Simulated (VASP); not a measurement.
# AlGaN2 (P-4m2) in VASP: further runs

The runs below take AlGaN2 through single point, with HSE06.

All numbers are computed with VASP 6.6.1; they aren't measurements. Logs are shortened: lines on timing, memory, paths and dates and some standing lists are left out, and cuts for length are marked.

### Step 1. The crystal as given

Symmetry: P-4m2, No. 115, tetragonal system. Conventional cell: a = 3.141 Å, b = 3.141 Å, c = 4.424 Å, α = 90.00°, β = 90.00°, γ = 90.00°. Ga (site symmetry -4m2) has 4 N at 1.95 Å as nearest neighbours. Al (site symmetry -4m2) is surrounded by 4 N at 1.89 Å. Around N (site symmetry 2mm) lie 2 Al at 1.89 Å and 2 Ga at 1.95 Å.

The cell comes from a database or a generator and needn't be the stable form of this composition.

### Step 2. Single point, HSE06

Input file POSCAR:

```
AlGaN2
1.0
    3.1408770487      0.0000000000      0.0000000000
    0.0000000000      3.1408770487      0.0000000000
    0.0000000000      0.0000000000      4.4238379400
Ga Al N
1 1 2
Direct
    0.0000000000      0.0000000000      0.0000000000
    0.5000000000      0.5000000000      0.5000000000
    0.0000000000      0.5000000000      0.2617351900
    0.5000000000      0.0000000000      0.7382648100
```

Input file INCAR.step1:

```
PREC = Accurate ; ENCUT = 520
EDIFF = 1E-5 ; ISMEAR = 0
SIGMA = 0.01 ; LREAL = F
LASPH = T ; NELM = 100
ALGO = Normal ; ISIF = 2
LWAVE = T ; LCHARG = F
NKRED = 1 ; NBANDS = 21
GGA = PE
```

Input file INCAR.step2:

```
PREC = Accurate ; ENCUT = 520
EDIFF = 1E-6 ; ISMEAR = 0
SIGMA = 0.01 ; LREAL = F
LASPH = T ; NELM = 100
ALGO = Normal ; ISIF = 2
LWAVE = F ; LCHARG = F
GGA = PE ; LHFCALC = T
HFSCREEN = 0.2 ; PRECFOCK = Fast
NKRED = 1 ; NBANDS = 21
ISTART = 1
```

Input file KPOINTS:

```
regular mesh
0
Gamma
  4 4 3
```

Potentials or basis: VASP PAW PBE potentials, release 64 (Ga_d, Al, N).

On the command line:

```sh
$ cat potpaw_PBE.64/Ga_d/POTCAR potpaw_PBE.64/Al/POTCAR potpaw_PBE.64/N/POTCAR > POTCAR
$ cp INCAR.step1 INCAR
$ mpirun -np 1 vasp_std > vasp.out
$ cp INCAR.step2 INCAR
$ mpirun -np 1 vasp_std > vasp.out
```

OUTCAR:

```text
PREC = Accurate
   ENCUT = 520
   EDIFF = 1E-6
   ISMEAR = 0
   LREAL = F
   LASPH = T
   NELM = 100
   ISIF = 2
   GGA = PE
   LHFCALC = T
   HFSCREEN = 0.2
   PRECFOCK = Fast
   NKRED = 1
   ISTART = 1

 Found     12 irreducible k-points:

 Following reciprocal coordinates:
            Coordinates               Weight
  0.000000  0.000000  0.000000      1.000000
  0.250000  0.000000  0.000000      4.000000
  0.500000  0.000000  0.000000      2.000000
  0.250000  0.250000  0.000000      4.000000
  0.500000  0.250000  0.000000      4.000000
  0.500000  0.500000  0.000000      1.000000
   k-points           NKPTS =     12   k-points in BZ     NKDIM =     48   number of bands    NBANDS=     21
   number of dos      NEDOS =    301   number of ions     NIONS =      4
   total plane-waves  NPLWV =  20736
   dimension x,y,z NGX =    24 NGY =   24 NGZ =   36
   dimension x,y,z NGXF=    48 NGYF=   48 NGZF=   72
   ions per type =               1   1   2
   NGX,Y,Z   is equivalent  to a cutoff of  12.70, 12.70, 13.53 a.u.
   NGXF,Y,Z  is equivalent  to a cutoff of  25.41, 25.41, 27.06 a.u.
 SYSTEM =  unknown system
   PREC   = accura    normal or accurate (medium, high low for compatibility)
   ISTART =      1    job   : 0-new  1-cont  2-samecut
   ICHARG =      0    charge: 1-file 2-atom 10-const
   ISPIN  =      1    spin polarized calculation?
   LNONCOLLINEAR =      F non collinear calculations
   LSORBIT =      F    spin-orbit coupling
   LASPH  =      T    aspherical Exc in radial PAW
   ENCUT  =  520.0 eV  38.22 Ry    6.18 a.u.   5.84  5.84  8.23*2*pi/ulx,y,z
   NELM   =    100;   NELMIN=  2; NELMDL=  0     # of ELM steps
   EDIFF  = 0.1E-05   stopping-criterion for ELM
   LREAL  =      F    real-space projection
   EDIFFG = 0.1E-04   stopping-criterion for IOM
   NSW    =      0    number of steps for IOM
   IBRION =     -1    ionic relax: 0-MD 1-quasi-New 2-CG
   NFREE  =      0    steps in history (QN), initial steepest desc. (CG)
   ISIF   =      2    stress and relaxation
   ISYM   =      3    0-nonsym 1-usesym 2-fastsym
   POTIM  = 0.5000    time-step for ionic-motion
   TEBEG  =    0.0;   TEEND  =   0.0 temperature during run
   PSTRESS=    0.0 pullay stress
   NELECT =      26.0000    total number of electrons
   NUPDOWN=      -1.0000    fix difference up-down
   EMIN   =  10.00;   EMAX   =-10.00  energy-range for DOS
   EFERMI =   0.00;   METHOD = LEGACY
   ISMEAR =     0;   SIGMA  =   0.01  broadening in eV -4-tet -1-fermi 0-gaus
   EFERMI_NEDOS =   21; number of points for ismear=-14 and -15
   IALGO  =     38    algorithm
   IMIX   =      1    mixing-type and parameters
     AMIX     =   0.40;   BMIX     =  1.00
     AMIX_MAG =   1.60;   BMIX_MAG =  1.00
  volume/ion in A,a.u.               =      10.91        73.63
  Fermi-wavevector in a.u.,A,eV,Ry     =   1.377523  2.603141 25.818009  1.897570
  Thomas-Fermi vector in A             =   2.502669
   LORBIT       =      0    0 simple, 1 ext, 2 COOP (PROOUT), +10 PAW based schemes
   GGA     = PE    functional components
   LHFCALC =     T    Hartree Fock is set to
   PRECFOCK=fast      Normal, Fast or Accurate (Low or Medium for compatibility)
   ENCUT4O =  -1.0   cutoff for four orbital integrals eV
   NKREDX  =     1    reduce k-point grid by
   NKREDY  =     1    reduce k-point grid by
   NKREDZ  =     1    reduce k-point grid by
   AEXX    =    0.2500 exact exchange contribution
   HFSCREEN=    0.2000 screening length (either q_TF or 0.3 A-1)
   HFSCREENC=   0.2000 screening length for correlation (either q_TF or 0.3 A-1)
   ENCUTFOCK=  -1.0 apply spherical cutoff to Coloumb kernel
   IVDW    =     0    specifies the selected vdW correction
   LEPSILON=     F    determine dielectric tensor
   LRPA    =     F    only Hartree local field effects (RPA)
 non-spin polarized calculation
 Gauss-broadening in eV      SIGMA  =   0.01
  energy-cutoff  :      520.00
  volume of cell :       43.64
 maximum number of plane-waves:      1196
 NGX is ok and might be reduce to    24
  NGX = 14; NGY = 14; NGZ = 20

 number of electron      25.9999980 magnetization

 Free energy of the ion-electron system (eV)
  ---------------------------------------------------
  ext. energy  EPLUGINS =         0.00000000
  ---------------------------------------------------
  free energy    TOTEN  =       -32.17296167 eV

  energy without entropy =      -32.17296167  energy(sigma->0) =      -32.17296167

 E-fermi :   4.8264     XC(G=0):  -9.2971

 val. band max:        4.7634088543   @ k =   0.0000   0.0000   0.0000
 cond. band min:       8.9534349820   @ k =   0.0000   0.0000   0.0000
 fundamental gap:      4.1900261277
 Fermi energy:         4.8264199427

 k-point     1 :       0.0000    0.0000    0.0000
  band No.  band energies     occupation
      1     -12.2384      2.00000
      2     -11.1793      2.00000
      3     -10.3243      2.00000
      4     -10.3243      2.00000
      5     -10.2570      2.00000
      6     -10.1247      2.00000
[... 13 lines left out ...]
     20      19.5669      0.00000
     21      21.7666      0.00000

 k-point     2 :       0.2500    0.0000    0.0000
  band No.  band energies     occupation
      1     -11.7754      2.00000
      2     -11.1721      2.00000
      3     -10.3164      2.00000
      4     -10.2807      2.00000
      5     -10.1595      2.00000
      6     -10.1323      2.00000
[... 13 lines left out ...]
     20      18.7416      0.00000
     21      20.1015      0.00000

 k-point     3 :       0.5000    0.0000    0.0000
  band No.  band energies     occupation
      1     -11.3622      2.00000
      2     -11.1506      2.00000
      3     -10.3081      2.00000
      4     -10.2248      2.00000
      5     -10.1942      2.00000
      6      -9.3281      2.00000
[... 13 lines left out ...]
     20      18.4821      0.00000
     21      18.5655      0.00000

 k-point     4 :       0.2500    0.2500    0.0000
  band No.  band energies     occupation
      1     -11.4527      2.00000
      2     -11.1505      2.00000
      3     -10.3189      2.00000
      4     -10.2217      2.00000
      5     -10.2088      2.00000
      6      -9.8686      2.00000
[... 13 lines left out ...]
     20      18.1818      0.00000
     21      19.5484      0.00000

 k-point     5 :       0.5000    0.2500    0.0000
  band No.  band energies     occupation
      1     -11.2417      2.00000
      2     -11.1091      2.00000
      3     -10.2752      2.00000
      4     -10.2567      2.00000
      5     -10.1793      2.00000
      6      -8.9322      2.00000
[... 13 lines left out ...]
     20      19.9112      0.00000
     21      20.1903      0.00000

 k-point     6 :       0.5000    0.5000    0.0000
  band No.  band energies     occupation
      1     -11.1253      2.00000
      2     -11.1253      2.00000
      3     -10.3140      2.00000
      4     -10.1713      2.00000
      5     -10.1527      2.00000
      6      -8.3981      2.00000
[... 13 lines left out ...]
     20      21.4404      0.00000
     21      21.6497      0.00000

 [... further k-points ...]
[... 5 lines left out ...]
  --------------------------------------------------------------------------------------
  -------------------------------------------------------------------------------------
  Total       -0.1874637     -0.1874637     -0.3167586      0.0000000      0.0000000      0.0000000
  in kB       -6.8821917     -6.8821917    -11.6288795      0.0000000      0.0000000      0.0000000
  external PRESSURE =      -8.4644209 kB  Pullay stress =       0.0000000 kB

 VOLUME and BASIS-vectors are now :
 -----------------------------------------------------------------------------
  energy-cutoff  :      520.00
  volume of cell :       43.64
      direct lattice vectors                 reciprocal lattice vectors
     3.140877049  0.000000000  0.000000000     0.318382409  0.000000000  0.000000000
     0.000000000  3.140877049  0.000000000     0.000000000  0.318382409  0.000000000
     0.000000000  0.000000000  4.423837940     0.000000000  0.000000000  0.226048064

 POSITION                                       TOTAL-FORCE (eV/Angst)
 -----------------------------------------------------------------------------------
      0.00000      0.00000      0.00000        -0.000000     -0.000000      0.000000
      1.57044      1.57044      2.21192         0.000000      0.000000      0.000000
      0.00000      1.57044      1.15787        -0.000000      0.000000     -0.108305
      1.57044      0.00000      3.26596        -0.000000      0.000000      0.108305
 -----------------------------------------------------------------------------------
    total drift:                                0.000077      0.000059      0.000034

  FREE ENERGIE OF THE ION-ELECTRON SYSTEM (eV)
  ---------------------------------------------------
  free  energy   TOTEN  =       -32.1729616656 eV

  energy  without entropy=      -32.1729616656  energy(sigma->0) =      -32.17296167
```

Wall time 4.4 min (1 thread of AMD EPYC 9R45 (Zen 5), shared host); peak memory 0.24 GiB.

The run converged, but some of its settings lie outside the range that counts as converged, so its numbers aren't taken as properties of the crystal.

What came out:

```
Free energy            : -32.1730 eV
Pressure               : -0.8 GPa
Largest force          : 0.108 eV/Å
Band gap on the k mesh : 4.19 eV, direct
```

Caveat: the k mesh is coarse (spacing up to 0.50 Å⁻¹), so the values aren't converged, least of all with exact exchange; the PAW data sets were made with another functional, which shifts forces and pressure a little; an odd mesh through Γ misses points on the zone boundary, where band edges often lie.

(Continued in part 2 of 2.)
